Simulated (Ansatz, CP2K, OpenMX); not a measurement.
## SrVO3: programs and potentials compared

```xyz
5
Lattice="3.8409 0.0000 0.0000 0.0000 3.8409 0.0000 0.0000 0.0000 3.8409" Properties=species:S:1:pos:R:3 pbc="T T T"
Sr    1.9204    1.9204    1.9204
V     0.0000    0.0000    0.0000
O     0.0000    0.0000    1.9204
O     0.0000    1.9204    0.0000
O     1.9204    0.0000    0.0000
```

Alike in all runs: task band structure; functional LDA; k mesh 7 × 7 × 7; occupations fermi-dirac, width 0.05 eV; collinear spin, ferromagnetic start; no spin-orbit coupling. LDA stands for any of its common fits. Pressure is positive in compression and, in plane waves, holds the error of the finite cutoff, which Ansatz's Pulay term estimates and takes out.

| program and potentials | plane-wave cutoff (eV) | notes | pressure (GPa) | net moment per atom (μB) |
| --- | --- | --- | --- | --- |
| Ansatz, Ansatz PAW | 420 | potentials made for PBE, which Ansatz adapts in part; Pulay term of +0.89 GPa included | -10.48 | 0.00 |
| OpenMX, OpenMX 2013 LDA set, Sr10.0-s3p2d2, V6.0-s3p2d2, O6.0-s2p2d1, grid cutoff 400 Ry | - | atomic basis | -11.18 | 0.00 |
| CP2K, GTH_POTENTIALS Sr GTH-PADE-q10, V GTH-PADE-q13, O GTH-PADE-q6; TZVP-MOLOPT-PBE-GTH basis | - | atomic basis | -9.36 | 0.00 |

The pressure spans -11.18 (OpenMX, OpenMX 2013 LDA set, Sr10.0-s3p2d2, V6.0-s3p2d2, O6.0-s2p2d1, grid cutoff 400 Ry) to -9.36 GPa (CP2K, GTH_POTENTIALS Sr GTH-PADE-q10, V GTH-PADE-q13, O GTH-PADE-q6; TZVP-MOLOPT-PBE-GTH basis). All agree on the net moment per atom. The cell lies far from this level's equilibrium. The state is the one that the start led to, which needn't be the lowest. Rows in atomic bases carry the error of their basis and grid, which can be large.

Differences between rows come from potentials, basis sets and numerical settings, since the functional is the same but for its coding. Runs on potential files found faulty are left out.
